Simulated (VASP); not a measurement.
Set up this calculation in VASP 6.6.1, as the native input.

| Item | Value |
| --- | --- |
| Task | relaxation of cell and atoms |
| Functional | PBEsol |
| Potentials or basis | VASP PAW PBE potentials, release 64 (Mo_sv, P) |
| Cutoff | 600 eV |
| k mesh | 15 × 15 × 11 |
| Occupations | methfessel-paxton, width 0.1 eV |
| Spin | no spin polarisation |
| Further INCAR settings | ALGO = Normal; EDIFF = 1e-07; IBRION = 2; EDIFFG = -0.005; NSW = 90; ISIF = 3 |

The structure of MoP lies in POSCAR:

```
MoP                                     
1.0
    3.2094421617      0.0000000000      0.0000000000
   -1.6047210809      2.7794584440      0.0000000000
    0.0000000000     -0.0000000000      3.1724568001
  Mo              P             
     1     1
Direct
     0.0000000000000000    0.0000000000000000    0.0000000000000000
     0.3333333332999970    0.6666666667000030    0.5000000000000000
```

One way to write it, as run:

INCAR

```
SYSTEM = MoP
PREC = Accurate
ENCUT = 600
EDIFF = 1E-7
ISMEAR = 1
SIGMA = 0.1
LREAL = .FALSE.
LASPH = .TRUE.
NELM = 80
ALGO = Normal
ISIF = 3
LWAVE = .FALSE.
LCHARG = .FALSE.
GGA = PS
IBRION = 2
NSW = 90
EDIFFG = -0.005
KPAR = 2
```

KPOINTS

```
regular mesh
0
G
  15 15 11
  0 0 0
```

Potentials or basis: VASP PAW PBE potentials, release 64 (Mo_sv, P).

The run is started by

```bash
$ cat potpaw_PBE.64/Mo_sv/POTCAR potpaw_PBE.64/P/POTCAR > POTCAR
$ mpirun -np 2 vasp_std > vasp.out
```

It gave:

* Relaxed volume: 14.15 Å³/atom
* Relaxed cell: a = 3.209 Å, b = 3.209 Å, c = 3.173 Å, α = 90.00°, β = 90.00°, γ = 120.00°
* Space group after relaxing (to 0.05 Å): P-6m2 (No. 187)
* Energy gained by relaxing: 0.0 meV/atom
* Ionic steps: 5
* Pressure after relaxing: 0.0 GPa
* Band gap on the k mesh: none (metal or under the smearing width)

Caveat: the PAW data sets were made with another functional, which shifts forces and pressure a little.

Wall time 62 s on 2 MPI ranks on AMD EPYC 9R14 (Zen 4) (shared host), peak memory 0.19 GiB a rank.
